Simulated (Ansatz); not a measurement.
## Pb under changes of volume

One of the cells (32.418 Å³/atom); the others are scaled copies at fixed shape and fractional positions:

```
Pb
1.0
     3.03861   -1.75032    0.00000
     3.03861    1.75032    0.00000
    -2.11546    0.00000    6.09522
Pb
2
Direct
  0.90851 0.90851 0.72629
  0.09149 0.09149 0.27371
```

This isn't the form of Pb at room conditions, which is fcc.

| Quantity | Value |
| --- | --- |
| Program | Ansatz 0.2.0 |
| Functional | PBE |
| Potentials or basis | Ansatz PAW |
| Cutoff | 420 eV (not typed: the program's choice for these potentials) |
| k mesh | 9 × 9 × 5 |
| Occupations | fermi-dirac, width 0.05 eV |
| Spin | no spin polarisation |

```csv
volume (Å³/atom),energy over the lowest point (meV/atom),pressure (GPa),largest force (eV/Å)
30.473,28.43,3.8,0.059
31.121,15.36,2.7,0.032
31.769,?,?,?
32.418,1.57,0.8,0.079
33.066,0.00,0.0,0.112
33.714,1.48,-0.7,0.142
34.363,5.69,-1.3,0.170
```

Question: What does the run at 31.769 Å³/atom give?

Answer: Energy over the lowest point 6.56 meV/atom; pressure 1.7 GPa; largest force 0.047 eV/Å.

Worked out: A Birch-Murnaghan fit of order 3 (a polynomial in V^(-2/3)) to the other rows has its minimum at 33.06 Å³/atom with B0 = V·E''(V) = 38 GPa and B' = 4.7 at fixed shape and positions, which overstates the stiffness. It gives 6.56 meV/atom at 31.769 Å³/atom, against the run's 6.56, and -dE/dV = 1.7 GPa, against 1.7.

Energies are extrapolated to zero smearing.
